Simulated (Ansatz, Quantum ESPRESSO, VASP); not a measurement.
## Equation of state of TaN under PBE

It takes space group Fm-3m (No. 225, cubic). The conventional cell has a = 4.358 Å, b = 4.358 Å, c = 4.358 Å, α = 90.00°, β = 90.00°, γ = 90.00°. Ta (site symmetry m-3m) has 6 N at 2.18 Å as nearest neighbours. Around N (site symmetry m-3m) lie 6 Ta at 2.18 Å.

The cell was scaled at fixed shape and fractions and run with Ansatz, Ansatz PAW (earlier soft set), cutoff 420 eV; PBE, k mesh 10 × 10 × 10 on the cell of 2 atoms, fermi-dirac occupations of 0.05 eV, no spin polarisation, no spin-orbit coupling. Energies are those that the program minimises, any entropy of the smearing included. For a metal such a mesh isn't converged to the digits shown.

```csv
V (Å³/atom),energy over the lowest row (meV/atom)
9.7252,123.60
9.9322,76.22
10.1391,?
10.3460,17.76
10.5529,4.32
10.7598,0.00
10.9668,3.84
```

Fit the third-order Birch-Murnaghan form, give V0, B0 and B′, and predict the energy left open.

With y = (V0/V)^(2/3), E = E0 + (9 V0 B0/16) [(y - 1)³ B′ + (y - 1)² (6 - 4y)]. Least squares through the rows shown give V0 = 10.7622 Å³/atom, E0 = -0.02 meV, B0 = 329.8 GPa (1 eV/Å³ = 160.218 GPa) and B′ = 4.45, with a largest miss of 0.02 meV. At V = 10.1391 the form with these constants gives 41.36 meV; the run gave 41.37 meV an atom. Other set-ups at this level, from all their volumes (Å³/atom, GPa): Quantum ESPRESSO, SSSP 1.3 efficiency PBE: V0 10.761, B0 331.3; VASP, PBE PAW files N, Ta_pv, 520 eV: V0 10.799, B0 330.4.
